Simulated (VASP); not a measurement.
A run of VASP 6.6.1:

The input INCAR:

```
SYSTEM = Cu
ALGO     = Normal         ! electronic algorithm
EDIFF    = 1E-7           ! SCF threshold, eV
EDIFFG   = -0.002         ! ionic threshold
ENCUT    = 520            ! plane-wave cutoff, eV
GGA      = PE             ! functional
IBRION   = 2              ! ionic algorithm
ISIF     = 3              ! what is computed and relaxed
ISMEAR   = 0              ! smearing method
LASPH    = .TRUE.         ! aspherical terms in the spheres
LCHARG   = .FALSE.        ! write CHGCAR
LREAL    = .FALSE.        ! projectors in reciprocal space
LWAVE    = .FALSE.        ! write WAVECAR
NELM     = 100            ! most SCF steps
NSW      = 80             ! ionic steps
PREC     = Accurate       ! precision mode
SIGMA    = 0.1            ! smearing width, eV
```

The input KPOINTS:

```
k-points
0
G
  20 20 20
  0 0 0
```

File POSCAR:

```
Cu
1.0
    0.0000000000      1.8075000000      1.8075000000
    1.8075000000      0.0000000000      1.8075000000
    1.8075000000      1.8075000000      0.0000000000
Cu
1
Direct
    0.0000000000      0.0000000000      0.0000000000
```

Potentials or basis: VASP PAW PBE potentials, release 64 (Cu).

Launch:

```sh
$ cat potpaw_PBE.64/Cu/POTCAR > POTCAR
$ mpirun -np 1 vasp_std > vasp.out
```

Hardware: 1 thread of Intel(R) Xeon(R) Platinum 8488C (Sapphire Rapids), with other jobs on the host.

Question: How long does it take, and how much memory?

Answer: It took 33 s on 1 thread of Intel(R) Xeon(R) Platinum 8488C (Sapphire Rapids) (shared host), peak memory 0.15 GiB. Counts: scf iterations 27, k points 256, ion steps 3.
